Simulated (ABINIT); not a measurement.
An input for ABINIT 10.8.3 (BN (Qingsongite)):

```
acell 3*1.0 Angstrom
rprim 
  -0.000000000000 1.807500000000 1.807500000000
  1.807500000000 0.000000000000 1.807500000000
  1.807500000000 1.807500000000 -0.000000000000
ntypat 2
znucl 5 7
natom 2
typat 1 2
xred 
  0.000000000000 0.000000000000 0.000000000000
  0.250000000000 0.250000000000 0.250000000000
pp_dirpath "pseudos"
pseudos "B.upf, N.upf"
ecut 36
ngkpt 6 6 6
nshiftk 1
shiftk 0 0 0
kptopt 1
chksymbreak 0
istwfk *1
occopt 1
irdwfk 1
optdriver 4
nband 60
gwcalctyp 10
ecutsigx 36
symsigma 1
nkptgw 16
kptgw 
  0.0000000000 0.0000000000 0.0000000000
  0.1666666667 0.0000000000 0.0000000000
  0.3333333333 0.0000000000 0.0000000000
  0.5000000000 0.0000000000 0.0000000000
  0.1666666667 0.1666666667 0.0000000000
  0.3333333333 0.1666666667 0.0000000000
  0.5000000000 0.1666666667 0.0000000000
  -0.3333333333 0.1666666667 0.0000000000
  -0.1666666667 0.1666666667 0.0000000000
  0.3333333333 0.3333333333 0.0000000000
  0.5000000000 0.3333333333 0.0000000000
  -0.3333333333 0.3333333333 0.0000000000
  0.5000000000 0.5000000000 0.0000000000
  0.5000000000 0.3333333333 0.1666666667
  -0.3333333333 0.3333333333 0.1666666667
  -0.3333333333 0.5000000000 0.1666666667
bdgw 
  1 8
  1 8
  1 8
  1 8
  1 8
  1 8
  1 8
  1 8
  1 8
  1 8
  1 8
  1 8
  1 8
  1 8
  1 8
  1 8
ecuteps 9
irdscr 1
ppmodel 1
irdqps 1
indata_prefix "in"
outdata_prefix "out"
tmpdata_prefix "tmp"
```

```sh
OMP_NUM_THREADS=1 mpirun -n 8 abinit run.abi > log
```

**Question.** How long will it take on 8 MPI ranks of Arm Neoverse N1, shared host, and how much memory?

It took 92 s; on shared hardware allow 46 s to 3.1 min. Peak host memory was 0.97 GiB.

[Paths, hosts, dates, memory and timing lines, banners, echoed tables and standing remarks are left out of the program output.]

[Logs are printed without paths, hosts, clocks, repeated set-up lines and the standing remarks that a program may print on its own settings, such as how far it seeks lower states.]

[Runs of the session that timed out or met a known fault of the program may be left out.]

[Hosts, paths, dates, database ids (printed as entryN), source tags and the programs' standing remarks are cut or masked in the printed files.]

[G0W0 gaps are taken among the corrected bands and points alone; a level outside them can change the order at an edge.]

[Where Ansatz stands beside ABINIT at settings called matched, ABINIT's density can come from a denser mesh and the files from another edition; pairs whose starting gaps differed by over 0.03 eV were left out, so agreement reads better than it is.]
